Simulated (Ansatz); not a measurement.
PbO built on the CsCl prototype: a single-point calculation in the PAW code Ansatz (LDA). The cell was relaxed beforehand with r2SCAN.

```yaml
crystal:
  lattice:
    - [3.1793716483, 0.0, 0.0]
    - [0.0, 3.1793716483, 0.0]
    - [0.0, 0.0, 3.1793716483]
  atoms:
    - { symbol: Pb, position: [0.0, 0.0, 0.0] }
    - { symbol: O, position: [0.5, 0.5, 0.5] }
kpoints:
  mp_grid: { grid: [8, 8, 8] }
  band_path:
    path:
      - [0.0, 0.0, 0.0]
      - [0.0, 0.5, 0.0]
      - [0.5, 0.5, 0.0]
      - [0.5, 0.5, 0.5]
      - [0.05, 0.5, 0.05]
    npoints: 1
hamiltonian:
  xc: lda
scf:
  occupations: { method: fermi_dirac, width: 0.02 }
  n_extra_bands: 4
output:
  forces: true
  stress: true
  eigenvalues: true
```

The output follows, shortened, with numbered blanks.
```
Functional definition: SPW92
Crystal: 2 atoms, lattice volume = 32.138 Å³
Basis set: ecut = 420 eV, 619 PW (Γ)
Bands: 14, of which v1, the nominal top of the filled ones, is band 10 counted from 1 (9 counted from 0)
Symmetry: 48 space group operations
Space group: Pm-3m (ITA 221)
k-points: 35 of 512
preconditioner: auto → none  [σ=0.020 eV  ℏωp=29.3 eV]
SCF 1 converged in 6 iterations: F = -12156.339538 eV  dr2 = 3.69e-10
NSCF: frozen V_eff on 5 k-points
Free energy (F): -12156.339538 eV
Fermi energy:    11.192794 eV
--- Stress (GPa, compression-positive) ---
[1]
--- Band table (eV; the first three rows and the last of 35) ---
  k-point 0: bands = […, -4.9555, -4.9555, 2.7228, 9.2375, 9.2375, 9.2375, 19.6061, 19.6061, 19.6061, 20.7592]
  k-point 1: bands = […, -4.9852, -4.9531, 2.5998, 9.2612, 9.3509, 9.3509, 17.5032, 19.5230, 19.5230, 20.8660]
  k-point 2: bands = […, -5.0559, -4.9472, 2.2965, 9.4219, 9.6346, 9.6346, 14.9233, 19.2715, 19.2715, 21.1813]
  k-point 34: bands = […, -4.7826, -4.5159, 7.6439, 8.8034, 8.8034, 8.8034, 11.6890, 11.6890, 11.6890, 24.3090]
```

**Question.** Give the withheld lines. They hold the stress.

**Answer.**
```
[1]
       -5.561589       0.000000       0.000000
        0.000000      -5.561589       0.000000
        0.000000       0.000000      -5.561589
  P = ⅓ Tr σ = -5.5616 GPa (-55.616 kbar)
```

LDA shows no clear gap: PBE's bands cross or nearly cross beside R–X (0.90 of the way from R), and the 0.04 eV read at that one point says little, since a crossing moves with the functional. The gap is the least over the mesh and the extra points. The mean pressure is -5.56 GPa (compression positive), so LDA would shrink the cell's volume.

Command: `ansatz run input.yaml --threads 2 --pin off --max-ram 2211MiB --backend cpu --events-out ev --progress --plain --runs-dir out`.

**Question.** It took 1.4 s on 2 threads of Arm Neoverse N1, on a shared host, load about 0.8 per core. What peak of host memory did it reach?

**Answer.** About 0.27 GiB.

These are computed values for a spin-unpolarised cell that may be hypothetical; none is a measurement.

Spin-orbit coupling is left out; in compounds of Pb, Bi, Tl or Hg it can lower a gap by up to about 1 eV, split its edges or invert the bands.
